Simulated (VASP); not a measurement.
Crystal: BAs.

```
CELL_PARAMETERS angstrom
0.00000 2.38850 2.38850
2.38850 0.00000 2.38850
2.38850 2.38850 0.00000
ATOMIC_POSITIONS crystal
B 0.00000 0.00000 0.00000
As 0.25000 0.25000 0.25000
```

- Program: VASP 6.6.1
- Task: relaxation of cell and atoms
- Functional: PBE
- Potentials or basis: VASP PAW PBE potentials, release 64 (B, As)
- Cutoff: 600 eV
- k mesh: 10 × 10 × 10
- Occupations: gaussian, width 0.03 eV
- Spin: no spin polarisation

At the start: pressure 3.4 GPa; volume 13.63 Å³/atom.

Task: Where does the relaxation end?

Result: Over 3 steps the energy falls by 3.5 meV/atom and the volume is 13.97 Å³/atom (+2.5 %); space group F-43m (No. 216, to 0.05 Å).

The path:
```csv
step,energy change (eV),largest force (eV/Å),pressure (GPa),volume (Å³)
1,0.0000,0.0000,3.42,27.25
2,-0.0037,0.0000,-2.18,28.42
3,-0.0071,0.0000,0.01,27.93
```

Final structure:
```xyz
2
Lattice="0.0000 2.4082 2.4082 2.4082 0.0000 2.4082 2.4082 2.4082 0.0000" Properties=species:S:1:pos:R:3 pbc="T T T"
B     0.0000    0.0000    0.0000
As    1.2041    1.2041    1.2041
```
